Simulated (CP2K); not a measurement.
Sn under changes of volume

One of the cells (27.205 Å³/atom); the others are scaled copies at fixed shape and fractional positions:

```
CELL_PARAMETERS angstrom
3.28163 0.00000 0.00000
-1.09388 3.09395 0.00000
-1.09388 -1.54698 2.67944
ATOMIC_POSITIONS crystal
Sn 0.00000 0.00000 0.00000
```

This isn't the form of Sn at room conditions, which is tetragonal (white tin).

| Quantity | Value |
| --- | --- |
| Program | CP2K 2026.2 |
| Functional | PBEsol |
| Potentials or basis | POTENTIAL_UZH Sn GTH-PBE-q4; TZVP-MOLOPT-PBE-GTH basis |
| Density cutoff | 6123 eV |
| k mesh | 10 × 10 × 10 |
| Occupations | fermi-dirac, width 0.05 eV |
| Spin | no spin polarisation |

| volume (Å³/atom) | energy over the lowest point (meV/atom) | pressure (GPa) |
| --- | --- | --- |
| 25.573 | 28.67 | 4.7 |
| 26.117 | 15.39 | 3.3 |
| 26.661 | 6.56 | 2.1 |
| 27.205 | 1.60 | 1.0 |
| 27.749 | 0.00 | 0.0 |
| 28.293 | ? | ? |
| 28.837 | 5.63 | -1.6 |

Question: What does the run at 28.293 Å³/atom give?

Answer: Energy over the lowest point 1.42 meV/atom; pressure -0.8 GPa.

Worked out: A Birch-Murnaghan fit of order 3 (a polynomial in V^(-2/3)) to the other rows has its minimum at 27.74 Å³/atom with B0 = V·E''(V) = 45 GPa and B' = 5.4. It gives 1.49 meV/atom at 28.293 Å³/atom, against the run's 1.42, and -dE/dV = -0.8 GPa, against -0.8.

Energies are extrapolated to zero smearing.

Caveats: the potentials were made for another functional, which shifts forces and pressure; the basis of atomic orbitals isn't converged, which shifts pressures, moduli and gaps.
